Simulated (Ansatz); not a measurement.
Reactions of CH6OSiZn (`[SiH3]C[O][ZnH]`).

Isolated molecules relaxed with PBE0-D4/def2-TZVP in Ansatz; ΔE leaves out vibrations. CCSD(T)/CBS adds triple-zeta CCSD(T) − MP2 to the extrapolated MP2 energy (def2 sets, frozen cores). This one scheme is used for every species. Functionals use def2-TZVPP. For Zn outer-core shells are correlated without core-valence functions, which leaves a few kJ/mol of doubt a bond. Scalar relativity is left out up to krypton. Each species was taken in one conformer, which may not be the lowest.

```tsv
reaction	MP2/CBS(def2) (kJ/mol)	CCSD/CBS(def2) (kJ/mol)	PBE-D4 (kJ/mol)
`[SiH3]C[O][ZnH]` + `OC[SiH2]O` → `OC[SiH2]O[SiH3]` + `C[O][ZnH]`	-127	-128	-100
`[SiH3]C[O][ZnH]` + `N=C(O)CO` → `OC/C(O)=N\[SiH3]` + `C[O][ZnH]`	-68	-63	-55
`[SiH3]C[O][ZnH]` + `CCC=O` → `C[CH2][ZnH]` + `O=COC[SiH3]`	21	26	9
`[SiH3]C[O][ZnH]` + `O[SiH2][AlH2]` → `[AlH2][SiH2]O[SiH3]` + `C[O][ZnH]`	-120	-121	-97
`[SiH3]C[O][ZnH]` + `NCCO` → `O[CH2][ZnH]` + `NCOC[SiH3]`	122	119	104
`[SiH3]C[O][ZnH]` + `C#CCC` → `C#CCC[SiH3]` + `C[O][ZnH]`	-5	-4	2
`[SiH3]C[O][ZnH]` + `CNCS` → `CNCS[SiH3]` + `C[O][ZnH]`	-87	-79	-82
`[SiH3]C[O][ZnH]` + `O[Si]O[SiH3]` → `[SiH3]O[Si]O[SiH3]` + `C[O][ZnH]`	-111	-112	-89
```

Q: Give the CCSD(T)/CBS values in the same order. (Estimate.)

A: Computed: -123, -61, 24, -116, 118, -2, -80, -108 kJ/mol.

Largest T1 diagnostic: 0.017, for `C[O][ZnH]`.
